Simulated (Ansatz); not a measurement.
Set up this calculation in Ansatz 0.2.0, as the native input.

* Task: relaxation of cell and atoms
* Functional: PBEsol
* Potentials or basis: Ansatz PAW
* Cutoff: 420 eV (not typed: the program's choice for these potentials)
* k mesh: 12 × 12 × 12
* Occupations: fermi-dirac, width 0.05 eV
* Spin: collinear spin, ferromagnetic start
* Starting moments: [3.0, 0.0] μB
* Target pressure (GPa): 0

Crystal: FeO.

```
Fe O
1.0
    -1.60210    1.60210    2.08339
     1.60210   -1.60210    2.08339
     1.60210    1.60210   -2.08339
Fe O
1 1
Direct
  0.00000 0.00000 0.00000
  0.50000 0.50000 0.00000
```

The cell comes from a database or a generator and needn't be the stable form of this composition.

The input as run:

input.yaml

```yaml
crystal:
  lattice:
    - [-1.602103413, 1.602103413, 2.08339225]
    - [1.602103413, -1.602103413, 2.08339225]
    - [1.602103413, 1.602103413, -2.08339225]
  atoms:
    - { symbol: Fe, position: [0.0, 0.0, 0.0], spin: 3.0 }
    - { symbol: O, position: [0.5, 0.5, 0.0] }
hamiltonian:
  xc: pbesol
  pseudopotentials: { kind: paw }
magnetization:
  spin_polarized: true
kpoints:
  mp_grid: { grid: [12, 12, 12] }
scf:
  occupations: { method: fermi_dirac, width: 0.05 }
output:
  forces: true
  stress: true
  eigenvalues: true
relax:
  f_tol: 0.01
  max_steps: 40
  cell: { stress_tol: 0.05 }
```

Potentials or basis: Ansatz PAW.

Command:

```console
$ ansatz run input.yaml --threads 2 --pin off --max-ram 5632MiB --backend cpu --events-out ev --progress --plain --runs-dir out
```

Results of the run:

| Item | Value |
| --- | --- |
| Relaxed volume | 9.57 Å³/atom |
| Relaxed cell | a = 3.002 Å, b = 3.002 Å, c = 3.002 Å, α = 120.00°, β = 120.00°, γ = 90.01° |
| Space group after relaxing (to 0.05 Å) | Fm-3m (No. 225) |
| Energy gained by relaxing | 76.5 meV/atom |
| Ionic steps | 9 |
| Pressure after relaxing | 0.0 GPa |
| Band gap on the k mesh | none (metal or under the smearing width) |
| Net moment | 4.00 μB per cell |
| Absolute moment | 4.01 μB per cell |
| Site moments | Fe +3.42; O +0.34 μB |

Caveat: the plane-wave basis is chosen anew once the cell has moved, so the energies of steps on either side of that aren't comparable; the pressure holds a Pulay correction of +0.7 GPa for the finite cutoff; a cell with one magnetic atom can't hold antiferromagnetic order, which such compounds often take; semilocal functionals often make such compounds metallic where correlation or magnetic order opens a gap, which also shifts bond lengths; the PAW data sets come from PBE, with cores solved anew for the run's functional, which leaves a small shift of forces and pressure.

Wall time 38 s on 2 threads of Intel(R) Xeon(R) Platinum 8259CL CPU @ 2.50GHz (Skylake/Cascade Lake) (shared host), peak memory 0.47 GiB.
